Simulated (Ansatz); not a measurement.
# NbSi2N4 monolayer in a perpendicular field

Wanted: the out-of-plane response of the NbSi2N4 monolayer. A positive field points along +c.

Main program and level: Ansatz 0.2.0; plane-wave DFT, PBE-D3(BJ), Ansatz PAW.

**1. The structure**

The cell holds 7 atoms: 4 N, 2 Si and 1 Nb. Cell: a = 2.920 Å, b = 2.920 Å, c = 45.359 Å, α = 90.0°, β = 90.0°, γ = 120.0°. Vacuum lies along c.

As a file:

```xyz
7
Lattice="2.9200 0.0000 0.0000 -1.4600 2.5288 0.0000 0.0000 0.0000 45.3587" Properties=species:S:1:pos:R:3
N     0.0000    0.0000   19.1000
Si    0.0000    1.6859   19.5694
N     0.0000    1.6859   21.3194
Nb    0.0000    0.0000   22.6794
N     0.0000    1.6859   24.0393
Si    0.0000    1.6859   25.7893
N     0.0000    0.0000   26.2587
```

**2. Relaxing the slab**

The starting cell is a guess, so the in-plane lattice and the atoms are relaxed first, with the slab cut off from its images along the normal.

The input, input.yaml:

```yaml
crystal:
  lattice:
    - [2.92, 0.0, 0.0]
    - [-1.46, 2.5287941791, 0.0]
    - [0.0, 0.0, 45.3587341686]
  atoms:
    - { symbol: "N", position: [0.0, 0.0, 0.4210875888] }
    - { symbol: Si, position: [0.3333333333, 0.6666666667, 0.4314369138] }
    - { symbol: "N", position: [0.3333333333, 0.6666666667, 0.4700182373] }
    - { symbol: Nb, position: [0.0, 0.0, 0.5], spin: 1.0 }
    - { symbol: "N", position: [0.3333333333, 0.6666666667, 0.5299817627] }
    - { symbol: Si, position: [0.3333333333, 0.6666666667, 0.5685630862] }
    - { symbol: "N", position: [0.0, 0.0, 0.5789124112] }
  periodic: [true, true, false]
magnetization:
  spin_polarized: true
kpoints:
  mp_grid: { grid: [12, 12, 1] }
hamiltonian:
  xc: pbe
  dispersion: d3bj
scf:
  occupations: { method: fermi_dirac, width: 0.05 }
  convergence: { dr2_threshold: 1.0e-09 }
relax:
  f_tol: 0.004
  max_steps: 90
  cell: {}
output:
  write_potential: true
  write_density: true
  volumetric_format: npy
```

Run with:

```console
$ ansatz run input.yaml --threads 2 --pin off --max-ram 3072MiB --backend cpu --events-out ev --progress --plain --runs-dir out
```

Numbers of over 12 decimals in the logs are rounded to 6 here.

The program printed:

```text
Warning: relax.cell: scf.convergence.dr2_threshold = 1e-9 eV is looser than the 2.37753844499e-10 eV advised for a relaxation that steers and ends on the stress (1e-10 eV for each atom of the cell: 7, times the square of relax.cell.stress_2d_tol = 0.05 N/m over 17.2 Å (the atoms' height at the walk's start and 5 Å past either face), 2.914e-2 GPa, over a crystal's default 0.05). What an SCF threshold leaves in a stress goes as its square root, and in the free energy as the threshold itself, and one threshold admits the most on a small cell: [figures from the program's tests cut] Set scf.convergence.dr2_threshold to 2.37753844499e-10 eV or tighter. [rest of the remark cut]
Engine: ansatz 0.2.0, x86_64-unknown-linux-gnu
Pseudopotentials: kind: paw
Pseudopotential: N, paw, valence charge 5, recommended cutoff 420 eV (normal), N.paw.azcp
Pseudopotential: Si, paw, valence charge 4, recommended cutoff 420 eV (normal), Si.paw.azcp
Pseudopotential: Nb, paw, valence charge 13, recommended cutoff 420 eV (normal), Nb.paw.azcp
Functional definition: PBE
  parameter kappa = 0.804
  parameter beta = 0.066725
  exchange = pbe_x(kappa = kappa, mu = beta*pi^2/3)
  correlation = pbe_c(beta = beta)
Crystal: 7 atoms, lattice volume = 334.932 Å³
Basis set: ecut = 420 eV, 6499 PW (Γ), exchange–correlation on 40×40×640 points (8 copies of the dense FFT grid, shifted against one another)
Bands: 28, of which v1, the nominal top of the filled ones, is band 21 counted from 1 (20 counted from 0)
Symmetry: 12 space group operations
Space group: P-6m2 (ITA 187), of the structure as read, at distance tolerance 6.9e-5 Å
Magnetic group: BNS 187.209 (UNI 1439), of the structure as read, at distance tolerance 6.9e-5 Å
k-points: 19 of 144 (time reversal used)
Non-local potential: N, projectors of the file, l = 0: 2, l = 1: 2, l = 2: 1
Non-local potential: Si, projectors of the file, l = 0: 2, l = 1: 2, l = 2: 2
Non-local potential: Nb, projectors of the file, l = 0: 3, l = 1: 2, l = 2: 2, l = 3: 1
PAW form: soft (Blöchl's): semilocal exchange-correlation on the pseudo side does not see the compensation charge
PAW one-centre angular grid: N, 110 points (default); XC on 64 Gauss nodes
PAW one-centre angular grid: Si, 110 points (default); XC on 64 Gauss nodes
PAW one-centre angular grid: Nb, 590 points (default); XC on 64 Gauss nodes
Initial density: superposition of atomic densities (neutral atoms: chi_scale 0, normalization atom)
Starting moments: Σ|m| = 1 μB on 1 of 7 sites
Initial wavefunctions: pseudopotential atomic-orbital guess
Functional: x = pbe(κ = 0.804, μ = 0.219515), c = pbe(β = 0.066725)
SCF iter   1: F=—  HF=-7376.126603 eV  |F-HF|=—  |Δ(HF+E_count)|=         —  Δρ=4.54e-2 (↑4.54e-2 ↓4.50e-2)  dr2=3.23e1  dr2_m=4.11e-2  M=0.817 μB ∫|m|=0.858 μB  β_m=0.30  ethr=3.10e-3  ⟨swp⟩=14.6  Hψ=9608  notcnv=0  defer=6
Mixer restart at iter 1: flushing history
preconditioner: auto → LDOS  [metal: Δε(μ)=0.054 eV  Ē_g=13.174 eV  σ=0.050 eV  W_gap=0.26  n_scr=26 (ndim 8)  ℏωp=11.7 eV  f_vac=0.754  D(μ)=1.26/eV (n_scr^D=10)]
spin=Collinear: LDOS preconditioning applied to the charge; magnetization (m = ρ↑ − ρ↓) channel mixes plain (no charge-response kernel on spin).
SCF iter   2: F=—  HF=-7368.931207 eV  |F-HF|=—  |Δ(HF+E_count)|=    7.20e0  Δρ=1.84e-2 (↑1.84e-2 ↓1.83e-2)  dr2=5.53e0  dr2_m=1.90e-2  M=0.826 μB ∫|m|=0.863 μB  β_m=0.39  ethr=3.10e-3  ⟨swp⟩=5.2  Hψ=3781  notcnv=0  defer=52
SCF iter   3: F=—  HF=-7367.971551 eV  |F-HF|=—  |Δ(HF+E_count)|=   9.60e-1  Δρ=7.60e-3 (↑7.27e-3 ↓7.60e-3)  dr2=4.04e-1  dr2_m=4.59e-3  M=0.820 μB ∫|m|=0.850 μB  β_m=0.56  ethr=3.10e-3  ⟨swp⟩=5.0  Hψ=3123  notcnv=0  defer=51
SCF iter   4: F=—  HF=-7367.971229 eV  |F-HF|=—  |Δ(HF+E_count)|=   3.22e-4  Δρ=1.84e-3 (↑1.66e-3 ↓1.84e-3)  dr2=3.32e-2  dr2_m=5.37e-4  M=0.835 μB ∫|m|=0.851 μB  β_m=0.58  ethr=9.84e-4  ⟨swp⟩=3.7  Hψ=2056  notcnv=0  defer=48
SCF iter   5: F=—  HF=-7367.976322 eV  |F-HF|=—  |Δ(HF+E_count)|=         —  Δρ=6.28e-4 (↑5.50e-4 ↓6.28e-4)  dr2=1.84e-3  dr2_m=2.54e-4  M=0.853 μB ∫|m|=0.865 μB  β_m=0.58  ethr=8.11e-5  ⟨swp⟩=3.3  Hψ=2757  notcnv=0  defer=48
SCF iter   6: F=—  HF=-7367.978253 eV  |F-HF|=—  |Δ(HF+E_count)|=   1.93e-3  Δρ=4.50e-4 (↑3.41e-4 ↓4.50e-4)  dr2=6.15e-4  dr2_m=2.22e-4  M=0.873 μB ∫|m|=0.885 μB  β_m=0.79  ethr=4.48e-6  ⟨swp⟩=3.3  Hψ=2299  notcnv=0  defer=48
SCF iter   7: F=—  HF=-7367.980724 eV  |F-HF|=—  |Δ(HF+E_count)|=   2.47e-3  Δρ=2.25e-4 (↑1.79e-4 ↓2.25e-4)  dr2=6.76e-5  dr2_m=1.16e-4  M=0.915 μB ∫|m|=0.927 μB  β_m=0.89  ethr=1.50e-6  ⟨swp⟩=3.1  Hψ=2346  notcnv=0  defer=48
SCF iter   8: F=—  HF=-7367.981106 eV  |F-HF|=—  |Δ(HF+E_count)|=   3.82e-4  Δρ=5.78e-5 (↑5.78e-5 ↓5.01e-5)  dr2=3.79e-5  dr2_m=4.02e-6  M=0.936 μB ∫|m|=0.949 μB  β_m=0.83  ethr=1.65e-7  ⟨swp⟩=4.6  Hψ=2849  notcnv=0  defer=48
SCF iter   9: F=—  HF=-7367.981473 eV  |F-HF|=—  |Δ(HF+E_count)|=   3.67e-4  Δρ=3.01e-5 (↑1.86e-5 ↓3.01e-5)  dr2=7.87e-6  dr2_m=1.18e-6  M=0.937 μB ∫|m|=0.950 μB  β_m=0.77  ethr=9.25e-8  ⟨swp⟩=3.9  Hψ=2513  notcnv=0  defer=48
SCF iter  10: F=—  HF=-7367.981475 eV  |F-HF|=—  |Δ(HF+E_count)|=   1.44e-6  Δρ=1.13e-5 (↑9.06e-6 ↓1.13e-5)  dr2=2.31e-7  dr2_m=2.68e-7  M=0.938 μB ∫|m|=0.951 μB  β_m=0.82  ethr=1.92e-8  ⟨swp⟩=3.3  Hψ=2226  notcnv=0  defer=48
SCF iter  11: F=—  HF=-7367.981475 eV  |F-HF|=—  |Δ(HF+E_count)|=   6.58e-7  Δρ=2.39e-6 (↑2.39e-6 ↓2.21e-6)  dr2=1.99e-8  dr2_m=1.29e-8  M=0.938 μB ∫|m|=0.951 μB  β_m=0.82  ethr=5.63e-10  ⟨swp⟩=3.2  Hψ=2465  notcnv=0  defer=48
SCF iter  12: F=—  HF=-7367.981475 eV  |F-HF|=—  |Δ(HF+E_count)|=   1.69e-8  Δρ=8.12e-7 (↑6.84e-7 ↓8.12e-7)  dr2=3.77e-9  dr2_m=1.14e-9  M=0.938 μB ∫|m|=0.951 μB  β_m=0.82  ethr=4.87e-11  ⟨swp⟩=3.6  Hψ=2604  notcnv=0  defer=48
SCF iter  13: F=-7367.981475 eV  HF=-7367.981475 eV  |F-HF|=8.67e-9  |Δ(HF+E_count)|=   2.22e-8  Δρ=2.64e-7 (↑2.47e-7 ↓2.64e-7)  dr2=5.32e-10  dr2_m=7.20e-11  M=0.938 μB ∫|m|=0.951 μB  ethr=2.44e-12  ⟨swp⟩=10.3  Hψ=9725  notcnv=0
SCF 1 converged in 13 iterations: F = -7367.981475 eV  dr2 = 5.32e-10
  greatest PAW one-centre occupation: 0.999 electrons in one spin orbital (limit 2), on the Nb atom at site 3 (counted from 0), in its partial waves of l = 0
relax step   1: F+E_penalty+E_count = -7367.98147548 eV  Δ(F+E_penalty+E_count) = +0.000e0 eV  max|allowed force component| = 1.862e0 eV/Å  Δτ_max = 0.0000 Å  P = +4.957 N/m  Ω = 334.932 Å³  fix = [c, alpha, beta]  reactions: c +0.000 N/m  (13 SCF iters, accepted)
Crystal: 7 atoms, lattice volume = 341.444 Å³
[...]
relax step   5: F+E_penalty+E_count = -7368.24701865 eV  Δ(F+E_penalty+E_count) = -5.597e-4 eV  max|allowed force component| = 4.989e-3 eV/Å  Δτ_max = 0.0030 Å  P = +0.007 N/m  Ω = 341.758 Å³  energy of the carried Pulay correction = -4.342e-3 eV  fix = [c, alpha, beta]  reactions: c +0.000 N/m  (8 SCF iters, accepted)
[...]
relax step   6: F+E_penalty+E_count = -7368.24701414 eV  Δ(F+E_penalty+E_count) = +4.510e-6 eV  max|allowed force component| = 7.332e-5 eV/Å  Δτ_max = 0.0001 Å  P = +0.000 N/m  Ω = 341.766 Å³  energy of the carried Pulay correction = -4.347e-3 eV  fix = [c, alpha, beta]  reactions: c +0.000 N/m  (5 SCF iters, accepted)
[...]
relax step   7: F+E_penalty+E_count = -7368.25193638 eV  Δ(F+E_penalty+E_count) = -4.922e-3 eV  max|allowed force component| = 2.733e-4 eV/Å  Δτ_max = 0.0000 Å  P = +0.135 N/m  Ω = 341.766 Å³  fix = [c, alpha, beta]  reactions: c +0.000 N/m  stress off target by 1.35e-1 N/m on what of the cell is left free  SCF on the basis re-selected at this cell (its energy is not comparable with the rows above)  (6 SCF iters)
[...]
relax step   8: F+E_penalty+E_count = -7368.25186014 eV  Δ(F+E_penalty+E_count) = +7.624e-5 eV  max|allowed force component| = 4.355e-4 eV/Å  Δτ_max = 0.0003 Å  P = +0.002 N/m  Ω = 341.905 Å³  energy of the carried Pulay correction = -8.931e-5 eV  fix = [c, alpha, beta]  reactions: c +0.000 N/m  (6 SCF iters, accepted)
iter 1 solved again at ethr=1.41e-7 eV; its pass at ethr=3.10e-3 eV (dr2=5.78e-5 eV) is discarded
SCF iter   1: F=—  HF=-7368.251903 eV  |F-HF|=—  |Δ(HF+E_count)|=         —  Δρ=9.26e-7 (↑8.90e-7 ↓9.26e-7)  dr2=3.28e-9  dr2_m=7.12e-11  M=0.864 μB ∫|m|=0.880 μB  β_m=0.65  ethr=1.41e-7  ⟨swp⟩=7.4  Hψ=15990  notcnv=0
eigensolver tolerance schedule: the retry pair's looser diagonalisation over-reported the residual by 17611.78 of it (diagonalisation noise at 4.04 of the residual, at the tolerance the schedule requests for it); recorded, not acted on — ethr = c·dr2/N_el stays at c = 1.0e-1
preconditioner: auto → LDOS  [metal: Δε(μ)=0.088 eV  Ē_g=11.863 eV  σ=0.050 eV  W_gap=0.40  n_scr=26 (ndim 8)  ℏωp=11.5 eV  f_vac=0.768  D(μ)=1.42/eV (n_scr^D=12)]
spin=Collinear: LDOS preconditioning applied to the charge; magnetization (m = ρ↑ − ρ↓) channel mixes plain (no charge-response kernel on spin).
SCF iter   2: F=—  HF=-7368.251969 eV  |F-HF|=—  |Δ(HF+E_count)|=   6.64e-5  Δρ=5.61e-7 (↑5.25e-7 ↓5.61e-7)  dr2=3.00e-9  dr2_m=1.98e-11  M=0.864 μB ∫|m|=0.880 μB  β_m=0.37  ethr=8.01e-12  ⟨swp⟩=7.1  Hψ=4965  notcnv=0
SCF iter   3: F=—  HF=-7368.251969 eV  |F-HF|=—  |Δ(HF+E_count)|=  2.91e-10  Δρ=3.81e-7 (↑3.64e-7 ↓3.81e-7)  dr2=5.61e-10  dr2_m=8.40e-12  M=0.864 μB ∫|m|=0.880 μB  β_m=0.69  ethr=7.33e-12  ⟨swp⟩=2.2  Hψ=1543  notcnv=0
SCF iter   4: F=-7368.251969 eV  HF=-7368.251969 eV  |F-HF|=3.27e-10  |Δ(HF+E_count)|=  8.55e-10  Δρ=1.15e-7 (↑1.12e-7 ↓1.15e-7)  dr2=1.10e-10  dr2_m=5.78e-13  M=0.864 μB ∫|m|=0.880 μB  ethr=1.37e-12  ⟨swp⟩=15.7  Hψ=10439  notcnv=0
SCF 9 converged in 4 iterations: F = -7368.251969 eV  dr2 = 1.10e-10
relax step   9: F+E_penalty+E_count = -7368.25196908 eV  Δ(F+E_penalty+E_count) = -1.089e-4 eV  max|allowed force component| = 4.544e-4 eV/Å  Δτ_max = 0.0000 Å  P = +0.003 N/m  Ω = 341.905 Å³  fix = [c, alpha, beta]  reactions: c +0.000 N/m  stress off target by 2.95e-3 N/m on what of the cell is left free  SCF on the basis re-selected at this cell (its energy is not comparable with the rows above)  (4 SCF iters)
basis re-selected at this cell: Δ(F+E_penalty+E_count) = -1.089e-4 eV, ΔP = +0.001 N/m vs the last step (what re-selecting the basis moved, of the pressure what is left beyond the Pulay correction that the steps carried, after the strain that the cell walked since its last selection, with what the two solves' SCF thresholds leave and, on support functions, any second-order correction that the steps lacked; it is no m [...]
WARN: The output density's exchange-correlation potential varies sharply where the density is thin. Do not read a vacuum level from v_tot or v_xc, or from such a field of the output density. On a cell that repeats whose density bears no net charge and no dipole along the vacuum's axis use v_es (v_loc + v_h of the components); under efield.dipole_correction with no amplitude use v_es + v_field, which holds any externa [...]
SCF converged after 4 iterations
Magnetization: 0.8639 μB (20.9320 up, 20.0680 down)
Absolute magnetization: 0.8808 μB (∫|ρ↑−ρ↓|, with the PAW one-centre terms)
Spin contamination: 0.0038 ħ² per cell (⟨S²⟩ above its minimum at these occupations)
Per-site moments (μB) at R_I (Å): [(0.00797996, 0.732723), (0.00365232, 0.720719), (0.00695606, 0.720719), (0.351967, 0.873160), (0.00695606, 0.720719), (0.00365232, 0.720719), (0.00797996, 0.732723)]
Free energy (F): -7368.251969 eV
Harris-Foulkes:  -7368.251969 eV  (|F-HF|=3.27e-10)
Internal energy: -7368.240065 eV  (E = F + TS)
E sigma→0 (E₀):  -7368.246017 eV
Entropy (-TS):   -0.011904 eV (-1.701 meV/atom)
Fermi energy:    -5.447453 eV
--- Per-component energies (eV) ---
  E_band       = -762.098854
  E_kinetic    = 1019.681052
  E_local      = -176782.110739  (includes V_loc(G=0)·N_el)
  E_nonlocal   = 346.839211
  E_hartree    = 87731.418514
  E_xc         = -532.298649
  E_vxc        = -620.153866  (∫ρ·V_xc dr)
  E_paw        = -4608.303899  (= ΣΔE_a)
  E_vpaw       = -189.193439  (= ΣTr[D̂ρ^β])
  E_aug_tail   = 0.000419  (compensation charges beyond the density's cutoff)
  E_ewald      = 85458.398913
  E_disp       = -1.864887  (pairwise vdW)
  E_smearing   = -0.011904  (= −TS)
  E_closure    = -0.000000  (closes the sum)
  Σ components = -7368.251969   (vs F -7368.251969, Δ=0.00e0)
--- Forces (eV/Å), atoms counted from 1 ---
  atom   1  N      0.00000000     0.00000000    -0.00013087
  atom   2  Si     0.00000000    -0.00000000     0.00045440
  atom   3  N     -0.00000000     0.00000000    -0.00009516
  atom   4  Nb     0.00000000     0.00000000     0.00000000
  atom   5  N     -0.00000000     0.00000000     0.00009516
  atom   6  Si     0.00000000    -0.00000000    -0.00045440
  atom   7  N      0.00000000     0.00000000     0.00013087
  max |Σ_I F_I| component: 5.18e-16 eV/Å
--- 2D stress c σ (N/m, compression-positive) ---
        0.002954      -0.000000       0.000000
        0.000000       0.002954       0.000000
        0.000000       0.000000       0.000000
  P = ½ c Tr σ = 0.0030 N/m
--- Band table (eV; the first three rows and the last of 38) ---
  k-point 0 ↑: bands = [... 17 lower, -7.5962, -7.5962, -7.5711, -5.1576, -2.1389, -2.1389, -1.6696, -1.6655, ... 3 higher]
  k-point 1 ↑: bands = [... 17 lower, -7.8313, -7.7283, -7.3674, -5.2256, -2.4182, -2.1406, -1.8513, -1.3442, ... 3 higher]
  k-point 2 ↑: bands = [... 17 lower, -8.0645, -8.0563, -7.4051, -5.6051, -2.4660, -2.1225, -1.8585, -0.8584, ... 3 higher]
  k-point 18 ↓: bands = [... 17 lower, -9.1029, -7.2620, -6.5366, -4.7340, -2.1759, -1.4849, -0.1773, 0.1170, ... 3 higher]
  the weakly bound empty levels are not read free of the cell's end (no_gap_told)
--- Relaxed structure (7 steps of the walk, 7 accepted, 2 SCFs on fresh bases) ---
  F+E_penalty+E_count = -7368.25196908 eV   max|allowed force component| = 4.544e-4 eV/Å   (the final SCF, on the basis selected at the relaxed cell)
  cell:  # Å, volume = 341.9054 Å³
    - [2.950239, 1.6786004900822587e-18, 0]
    - [-1.475119, 2.554982, 0]
    - [0, 0, 45.3587341686]
  atoms:
    - { symbol: N, position: [1.012019907420562e-17, -5.135725556199063e-17, 0.422665] }
    - { symbol: Si, position: [0.333333, 0.666667, 0.433774] }
    - { symbol: N, position: [0.333333, 0.666667, 0.472294] }
    - { symbol: Nb, position: [1.0573552618554962e-17, -5.135725556199063e-17, 0.500000] }
    - { symbol: N, position: [0.333333, 0.666667, 0.527706] }
    - { symbol: Si, position: [0.333333, 0.666667, 0.566226] }
    - { symbol: N, position: [1.102690616290436e-17, -5.135725556199063e-17, 0.577335] }
```

Wall time 2.7 min (2 threads of Intel Xeon Platinum 8559C (Emerald Rapids), shared host); peak memory 0.72 GiB; 5.2 min of CPU time.

Relaxation path:

```tsv
step	energy less that of the first step (eV)	largest force component (eV/Å)	volume (Å³)
1	0.0000	1.8621	334.93
2	-0.1915	1.0732	341.44
3	-0.2611	0.2547	340.28
4	-0.2650	0.1132	341.07
5	-0.2655	0.0050	341.76
6	-0.2655	0.0001	341.77
7*	-0.2705	0.0003	341.77
8	-0.2704	0.0004	341.91
9*	-0.2705	0.0005	341.91
```

Relaxation steps marked * repeat the geometry before them on a plane-wave basis chosen anew for their cell, so energy and pressure can jump there.

Forces are held to the 12 operations that the run works with; a distortion that breaks them can't arise in this run.

```tsv
cell as run	before	after	change
a (Å)	2.920	2.950	+1.0 %
b (Å)	2.920	2.950	+1.0 %
```

The atoms that moved most (Å, along periodic axes as changes of fractional coordinates times the final cell, across vacuum about the mean position):

```tsv
atom	dx	dy	dz	length
Si6	0.000	0.000	-0.106	0.106
Si2	0.000	0.000	0.106	0.106
N5	0.000	0.000	-0.103	0.103
N3	0.000	0.000	0.103	0.103
N1	0.000	0.000	0.072	0.072
N7	0.000	0.000	-0.072	0.072
```

The relaxed structure:

```xyz
7
Lattice="2.9502 0.0000 0.0000 -1.4751 2.5550 0.0000 0.0000 0.0000 45.3587" Properties=species:S:1:pos:R:3
N     0.0000    0.0000   19.1715
Si    0.0000    1.7033   19.6755
N     0.0000    1.7033   21.4227
Nb    0.0000    0.0000   22.6794
N     0.0000    1.7033   23.9361
Si    0.0000    1.7033   25.6833
N     0.0000    0.0000   26.1872
```

This step gave:

```
energy at zero smearing : -7368.2460 eV
total moment            : 0.8639 μB
site moments            : 0.007980, 0.003652, 0.006956, 0.3520, 0.006956, 0.003652, 0.007980 μB
```

Site moment by atom:

```tsv
atom	site moment (μB)
N1	0.008
Si2	0.004
N3	0.007
Nb4	0.352
N5	0.007
Si6	0.004
N7	0.008
```

The lattice constant a goes from 2.920 to 2.950 Å.

(Continued in part 2 of 2.)

[Logs are printed without paths, hosts, clocks, repeated set-up lines and the standing remarks that a program may print on its own settings, such as how far it seeks lower states.]

[Hosts, paths, dates, database ids (printed as entryN), source tags and the programs' standing remarks are cut or masked in the printed files.]

[Maps of the electrostatic potential energy from Ansatz leave out the sawtooth potential of an applied field or a dipole correction, so their vacuum need not be flat; planar profiles and work functions include it.]
